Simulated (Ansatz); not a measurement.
An Ansatz input:

```yaml
crystal:
  lattice:
    - [-3.9243502893, 3.9233507258, 2.124366799]
    - [3.9233507258, -3.9243502893, 2.124366799]
    - [3.9261771582, 3.9261771582, -2.1261975015]
  atoms:
    - { symbol: Ba, position: [4.90125e-05, 0.9999509875, 0.0] }
    - { symbol: Ba, position: [0.7499509875, 0.2500490125, 0.5] }
hamiltonian:
  xc: pbe
  pseudopotentials:
    kind: paw
    azcp:
      Ba: "pseudopotentials/Ba.paw.azcp"
basis:
  ecutwfc: 420
  fft_grid_basis: typed
kpoints:
  mp_grid: { grid: [10, 10, 7], shift: [0, 0, 0] }
magnetization:
  spin_polarized: false
scf:
  occupations: { method: fermi_dirac, width: 0.1 }
  lower_state_search: "off"
output:
  stress: true
  write_density: true
  write_potential: true
  elf: true
  volumetric_format: npy
```

and its output:

```
Engine: ansatz 0.2.0, x86_64-unknown-linux-gnu
Pseudopotentials: kind: paw
Pseudopotential: Ba, paw, valence charge 10, recommended cutoff 420 eV (normal) 
Functional definition: PBE
  parameter kappa = 0.804
  parameter beta = 0.06672455060314922
  exchange = pbe_x(kappa = kappa, mu = beta*pi^2/3)
  correlation = pbe_c(beta = beta)
Crystal: 2 atoms, lattice volume = 130.893 Å³
Basis set: ecut = 420 eV, 2499 PW (Γ)
Bands: 14, of which v1, the nominal top of the filled ones, is band 10 counted from 1 (9 counted from 0)
Symmetry: 4 space group operations
Space group: C2/c (ITA 15), of the structure as read, at distance tolerance 5.1e-5 Å
k-points: 196 of 700
Non-local potential: Ba, projectors of the file, l = 0: 3, l = 1: 2, l = 2: 2, l = 3: 2
PAW form: soft (Blöchl's): semilocal exchange-correlation on the pseudo side does not see the compensation charge
PAW one-centre angular grid: Ba, 194 points (default); XC on 64 Gauss nodes
Initial density: superposition of atomic densities (neutral atoms: chi_scale 0, normalization atom), corrected by the library's trained network
Initial wavefunctions: pseudopotential atomic-orbital guess
Functional: x = pbe(κ = 0.804, μ = 0.2195149727645171), c = pbe(β = 0.06672455060314922)
SCF iter   1: F=—  HF=-11898.752213 eV  |F-HF|=—  |Δ(HF+E_count)|=         —  Δρ=1.59e-3  dr2=9.73e-3  ethr=1.77e-3  ⟨swp⟩=6.3  Hψ=18092  notcnv=0
SCF iter   2: F=—  HF=-11898.751204 eV  |F-HF|=—  |Δ(HF+E_count)|=   1.01e-3  Δρ=1.12e-3  dr2=4.93e-3  ethr=4.86e-5  ⟨swp⟩=2.1  Hψ=5571  notcnv=0
SCF iter   3: F=—  HF=-11898.750281 eV  |F-HF|=—  |Δ(HF+E_count)|=   9.23e-4  Δρ=2.84e-4  dr2=1.99e-4  ethr=2.46e-5  ⟨swp⟩=2.2  Hψ=4116  notcnv=0
SCF iter   4: F=—  HF=-11898.750269 eV  |F-HF|=—  |Δ(HF+E_count)|=   1.20e-5  Δρ=1.47e-4  dr2=2.58e-5  ethr=9.97e-7  ⟨swp⟩=1.2  Hψ=3144  notcnv=0
SCF iter   5: F=—  HF=-11898.750270 eV  |F-HF|=—  |Δ(HF+E_count)|=   1.86e-6  Δρ=2.04e-5  dr2=6.59e-7  ethr=1.29e-7  ⟨swp⟩=2.3  Hψ=4917  notcnv=0
SCF iter   6: F=-11898.750271 eV  HF=-11898.750271 eV  |F-HF|=2.33e-8  |Δ(HF+E_count)|=   4.45e-7  Δρ=5.10e-6  dr2=4.21e-8  ethr=5.00e-10  ⟨swp⟩=10.8  Hψ=24853  notcnv=0
SCF 1 converged in 6 iterations: F = -11898.750271 eV  dr2 = 4.21e-8
SCF converged after 6 iterations
Free energy (F): -11898.750271 eV
Harris-Foulkes:  -11898.750271 eV  (|F-HF|=2.33e-8)
Internal energy: -11898.659869 eV  (E = F + TS)
E sigma→0 (E₀):  -11898.705070 eV
Entropy (-TS):   -0.090402 eV (-45.201 meV/atom)
Fermi energy:    5.481738 eV
--- Per-component energies (eV) ---
  E_band       = -179.561900
  E_kinetic    = 332.512580
  E_local      = -791.272501  (includes V_loc(G=0)·N_el)
  E_nonlocal   = 114.086075
  E_hartree    = 251.742648
  E_xc         = -332.822415
  E_vxc        = -266.902267  (∫ρ·V_xc dr)
  E_paw        = -10451.603659  (= ΣΔE_a)
  E_vpaw       = -71.472496  (= ΣTr[D̂ρ^β])
  E_aug_tail   = -0.000003  (compensation charges beyond the density's cutoff)
  E_ewald      = -1021.302594
  E_smearing   = -0.090402  (= −TS)
  E_closure    = 0.000000  (closes the sum)
  Σ components = -11898.750271   (vs F -11898.750271, Δ=0.00e0)
--- Stress (GPa, compression-positive) ---
       -0.490000       0.001677      -0.000254
        0.001677      -0.490000      -0.000254
       -0.000254      -0.000254      -0.537201
  P = ⅓ Tr σ = -0.5057 GPa (-5.057 kbar)
--- Band table (eV; the first three rows and the last of 196) ---
  k-point 0: bands = ["-23.5885", "-23.5016", "-8.9587", "-8.9582", "-8.5331", "-8.5268", "-8.4974", "-8.4973", "2.8938", "4.7845", "5.8480", "5.9715", "6.5426", "8.1957"]
  k-point 1: bands = ["-23.5841", "-23.5058", "-8.9405", "-8.9395", "-8.5646", "-8.5255", "-8.5243", "-8.4897", "3.0448", "4.8806", "5.7707", "6.0454", "6.4627", "8.2476"]
  k-point 2: bands = ["-23.5720", "-23.5179", "-8.8872", "-8.8863", "-8.6317", "-8.6010", "-8.5172", "-8.4886", "3.4697", "4.9936", "5.7183", "6.2707", "6.3168", "7.8157"]
  k-point 195: bands = ["-23.5445", "-23.5444", "-9.0347", "-9.0347", "-8.5344", "-8.5343", "-8.4483", "-8.4482", "4.6863", "4.6864", "6.2087", "6.2089", "6.5738", "6.5749"]
```

Launched by

```sh
ansatz run input.yaml --threads 1 --pin off --max-ram 3584MiB --backend cpu --events-out ev --progress --plain --runs-dir out
```

On 1 thread of Intel(R) Xeon(R) Platinum 8259CL CPU @ 2.50GHz (Skylake/Cascade Lake) (shared host) this took about 41 s of wall time and 37 s of CPU time.
